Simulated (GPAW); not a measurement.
Runs of GPAW 26.7.0 on Hf. It takes space group Pm-3m (No. 221, cubic). The conventional cell has a = 2.914 Å, b = 2.914 Å, c = 2.914 Å, α = 90.00°, β = 90.00°, γ = 90.00°. Hf (site symmetry m-3m) is surrounded by 6 Hf at 2.91 Å. The cell was built by a generator and needn't be a form met in nature.

```tsv
level	potentials or basis	eigensolver	older calculator (legacy_gpaw)	gap on the mesh (eV)	pressure (GPa)
LDA	the program's PAW data sets (release 1.2.1) made for this functional, pw	-	-	none	-6.4
vdW-DF2	GPAW PAW data sets (gpaw-data 1.2.1), pw	-	-	none	-
SCAN	GPAW PAW data sets (gpaw-data 1.2.1), pw	-	-	none	(a)
BLYP	PAW data sets generated in the run's folder for this functional, pw	davidson	-	none	3.4
PBE	GPAW PAW data sets (gpaw-data 1.2.1), pw	-	-	none	(b)
PW91	PAW data sets generated in the run's folder for this functional, pw	-	-	none	0.2
RPBE	the program's PAW data sets (release 1.2.1) made for this functional, pw	-	-	none	3.0
optB88-vdW	GPAW PAW data sets (gpaw-data 1.2.1), pw	-	yes	none	-
AM05	PAW data sets generated in the run's folder for this functional, pw	-	-	none	-3.3
```

Alike in all rows: task single point; no spin polarisation; cell as given; k mesh 9 × 9 × 9; cutoff (eV) 600; smearing fermi-dirac 0.05 eV.

**Question.** Estimate the missing entries.

**Answer.** (a) -3.2; (b) 0.6.

Caveats: the PAW data sets were made with another functional, which shifts forces and pressure a little (some runs).

A k mesh can miss the band edges, and the runs leave out spin-orbit coupling on Hf.

A gap of «none» marks a metal or a gap under the smearing width.

Not every run made on this cell is shown here.
